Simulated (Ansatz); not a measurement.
**SiSe2 (Ibam): how the settings move a single-point run**

How sensitive is a single-point run of SiSe2 (Ibam) to its settings? A reference run comes first, then four runs with altered input.

Method: reference: DFT r2SCAN, scalar-relativistic, plane waves, PAW, in Ansatz 0.2.0.

2 further runs of the same task are left out: 2 that didn't finish. Runs told in other sessions of the task aren't counted.

**1. The system as given**

The structure is orthorhombic, space group Ibam (No. 72). Conventional cell: a = 6.403 Å, b = 9.744 Å, c = 5.887 Å, α = 90.00°, β = 90.00°, γ = 90.00°. Si (site symmetry 222) has 4 Se at 2.28 Å in its first shell of neighbours. Se (site symmetry m) has 2 Si at 2.28 Å in its first shell of neighbours.

As a file:

```cif
data_structure
_symmetry_space_group_name_H-M 'Ibam'
_symmetry_Int_Tables_number 72
_cell_length_a 6.4026
_cell_length_b 9.7445
_cell_length_c 5.8871
_cell_angle_alpha 90.000
_cell_angle_beta 90.000
_cell_angle_gamma 90.000
_cell_volume 367.30
loop_
_atom_site_label
_atom_site_type_symbol
_atom_site_symmetry_multiplicity
_atom_site_Wyckoff_symbol
_atom_site_fract_x
_atom_site_fract_y
_atom_site_fract_z
_atom_site_occupancy
Si1 Si 4 a 0.00000 0.00000 0.75000 1
Se1 Se 8 j 0.80107 0.12271 0.00000 1
```

**2. The reference run**

The input, input.yaml:

```yaml
crystal:
  lattice:
    - [-4.8722381251, 3.20131245, 2.9435476906]
    - [4.8722381251, -3.20131245, 2.9435476906]
    - [4.8722381251, 3.20131245, -2.9435476906]
  atoms:
    - { symbol: Si, position: [0.25, 0.25, 0.0] }
    - { symbol: Si, position: [0.75, 0.75, 0.0] }
    - { symbol: Se, position: [0.198934091, 0.8772920495, 1.0762261405] }
    - { symbol: Se, position: [0.801065909, 0.1227079505, -0.0762261405] }
    - { symbol: Se, position: [0.698934091, 0.6227079505, 0.3216420415] }
    - { symbol: Se, position: [0.301065909, 0.3772920495, 0.6783579585] }
basis:
  ecutwfc: 500
  ecutrho_ratio: 4
kpoints:
  mp_grid: { grid: [6, 6, 6] }
  band_path:
    path:
      - [[0.0, 0.0, 0.0], [0.5, -0.5, -0.5], [0.35792924, -0.35792924, -0.64207076]]
      - [[-0.35792924, 0.35792924, -0.35792924], [0.0, 0.0, 0.0], [-0.34124838, -0.34124838, 0.34124838]]
      - [[0.34124838, -0.65875162, -0.34124838], [0.5, -0.5, -0.5]]
      - [[0.0, 0.0, 0.0], [-0.5, 0.0, 0.0], [-0.25, -0.25, -0.25], [0.0, -0.5, 0.0], [0.0, 0.0, 0.0], [0.0, 0.0, -0.5], [-0.25, -0.25, -0.25]]
    npoints: 14
hamiltonian:
  xc: r2scan
scf:
  occupations: { method: gaussian, width: 0.05 }
  n_extra_bands: 17
output:
  forces: true
  stress: true
  eigenvalues: true
  populations: true
  dos: { projected: true, de: 0.02, nscf_kmesh: { grid: [9, 9, 9] } }
  bader: true
  write_density: true
  write_potential: true
  elf: true
  volumetric_format: npy
```

The run is started by

```console
ansatz run input.yaml --threads 4 --pin off --max-ram 7168MiB --backend cpu --events-out ev --progress --plain --runs-dir out
```

**3. Changed: pseudopotentials.kind nc, preconditioner kerker_dos, n_extra_bands 1**

The input, input.yaml:

```yaml
crystal:
  lattice:
    - [-4.8722381251, 3.20131245, 2.9435476906]
    - [4.8722381251, -3.20131245, 2.9435476906]
    - [4.8722381251, 3.20131245, -2.9435476906]
  atoms:
    - { symbol: Si, position: [0.25, 0.25, 0.0] }
    - { symbol: Si, position: [0.75, 0.75, 0.0] }
    - { symbol: Se, position: [0.198934091, 0.8772920495, 1.0762261405] }
    - { symbol: Se, position: [0.801065909, 0.1227079505, -0.0762261405] }
    - { symbol: Se, position: [0.698934091, 0.6227079505, 0.3216420415] }
    - { symbol: Se, position: [0.301065909, 0.3772920495, 0.6783579585] }
basis:
  ecutwfc: 500
  ecutrho_ratio: 4
kpoints:
  mp_grid: { grid: [6, 6, 6] }
hamiltonian:
  xc: r2scan
  pseudopotentials: { kind: nc }
scf:
  occupations: { method: gaussian, width: 0.05 }
  mixing: { preconditioner: kerker_dos }
  n_extra_bands: 1
output:
  forces: true
  stress: true
  write_density: true
  write_potential: true
  elf: true
  volumetric_format: npy
```

**4. Variant: xc rpbe**

The input, input.yaml:

```yaml
crystal:
  lattice:
    - [-4.8722381251, 3.20131245, 2.9435476906]
    - [4.8722381251, -3.20131245, 2.9435476906]
    - [4.8722381251, 3.20131245, -2.9435476906]
  atoms:
    - { symbol: Si, position: [0.25, 0.25, 0.0] }
    - { symbol: Si, position: [0.75, 0.75, 0.0] }
    - { symbol: Se, position: [0.198934091, 0.8772920495, 1.0762261405] }
    - { symbol: Se, position: [0.801065909, 0.1227079505, -0.0762261405] }
    - { symbol: Se, position: [0.698934091, 0.6227079505, 0.3216420415] }
    - { symbol: Se, position: [0.301065909, 0.3772920495, 0.6783579585] }
basis:
  ecutwfc: 500
  ecutrho_ratio: 4
kpoints:
  mp_grid: { grid: [6, 6, 6] }
hamiltonian:
  xc: rpbe
scf:
  occupations: { method: gaussian, width: 0.05 }
output:
  forces: true
  stress: true
```

**5. Variant: mp_grid.grid [5, 5, 5]**

The input, input.yaml:

```yaml
crystal:
  lattice:
    - [-4.8722381251, 3.20131245, 2.9435476906]
    - [4.8722381251, -3.20131245, 2.9435476906]
    - [4.8722381251, 3.20131245, -2.9435476906]
  atoms:
    - { symbol: Si, position: [0.25, 0.25, 0.0] }
    - { symbol: Si, position: [0.75, 0.75, 0.0] }
    - { symbol: Se, position: [0.198934091, 0.8772920495, 1.0762261405] }
    - { symbol: Se, position: [0.801065909, 0.1227079505, -0.0762261405] }
    - { symbol: Se, position: [0.698934091, 0.6227079505, 0.3216420415] }
    - { symbol: Se, position: [0.301065909, 0.3772920495, 0.6783579585] }
basis:
  ecutwfc: 500
  ecutrho_ratio: 4
kpoints:
  mp_grid: { grid: [5, 5, 5] }
hamiltonian:
  xc: r2scan
scf:
  occupations: { method: gaussian, width: 0.05 }
output:
  forces: true
  stress: true
```

**6. Variant: mixing.algorithm anderson, mixing.beta 0.3, mixing.ndim 16, n_extra_bands 2, lower_state_search light**

The input, input.yaml:

```yaml
crystal:
  lattice:
    - [-4.8722381251, 3.20131245, 2.9435476906]
    - [4.8722381251, -3.20131245, 2.9435476906]
    - [4.8722381251, 3.20131245, -2.9435476906]
  atoms:
    - { symbol: Si, position: [0.25, 0.25, 0.0] }
    - { symbol: Si, position: [0.75, 0.75, 0.0] }
    - { symbol: Se, position: [0.198934091, 0.8772920495, 1.0762261405] }
    - { symbol: Se, position: [0.801065909, 0.1227079505, -0.0762261405] }
    - { symbol: Se, position: [0.698934091, 0.6227079505, 0.3216420415] }
    - { symbol: Se, position: [0.301065909, 0.3772920495, 0.6783579585] }
basis:
  ecutwfc: 500
  ecutrho_ratio: 4
kpoints:
  mp_grid: { grid: [6, 6, 6] }
hamiltonian:
  xc: r2scan
scf:
  occupations: { method: gaussian, width: 0.05 }
  mixing: { algorithm: anderson, beta: 0.3, ndim: 16 }
  n_extra_bands: 2
  lower_state_search: light
output:
  forces: true
  stress: true
```

**Question.** What will these runs give? Wanted: for each run, ending; energy change; pressure; gap; force.

The runs gave:

```
                                                                                                     run     ending   energy change  pressure (GPa)  gap (eV)  force (eV/Å)  cycles   time
                                                                                               reference  converged               0             0.0      2.31          0.00       7   88 s
                                 1: pseudopotentials.kind nc, preconditioner kerker_dos, n_extra_bands 1  converged  not comparable            -3.1      2.65          0.58       9   21 s
                                                                                              2: xc rpbe  converged  not comparable             2.9      2.07          0.38       7  8.8 s
                                                                               3: mp_grid.grid [5, 5, 5]  converged    0.0 meV/atom             0.0      2.39          0.00       7   10 s
4: mixing.algorithm anderson, mixing.beta 0.3, mixing.ndim 16, n_extra_bands 2, lower_state_search light  converged    0.0 meV/atom             0.0      2.31          0.00      10   17 s
```

Times don't compare one to one where runs were asked for different outputs or read a saved state (see the inputs); cycles may leave out searches for a lower state.

Residual by cycle in the longest SCF loop of each run; runs are numbered as in the table. The quantity is the density residual dr2, in eV.

```
cycle  reference    run 1    run 2    run 3    run 4
    1     0.0913      131  0.00424   0.0881    0.089
    2    0.00545     22.6  0.00187  0.00941   0.0337
    3    0.00102     5.26   3.0e-4   9.5e-4  0.00491
    4     3.6e-5    0.185   2.5e-5   7.1e-5   7.4e-4
    5     3.7e-6  0.00558   4.0e-6   4.4e-6   2.8e-5
    6     1.6e-7   2.8e-4   2.9e-7   2.9e-7   1.2e-5
    7     9.6e-9   5.1e-6   3.4e-8   9.6e-9   2.7e-6
    8          -   7.5e-7        -        -   4.8e-7
    9          -   2.1e-8        -        -   1.8e-7
   10          -        -        -        -   7.4e-9
```

What this shows: Of the converged runs whose energies compare with the reference's, none moves it noticeably. Run 1 ran under the cutoff that the potentials recommend, as the log warns, so basis error is mixed into its values, and swamps them where the cutoff is far short.

The gaps are Kohn-Sham values of a semilocal functional, not quasiparticle or optical gaps. Such gaps usually fall short of the measured ones.
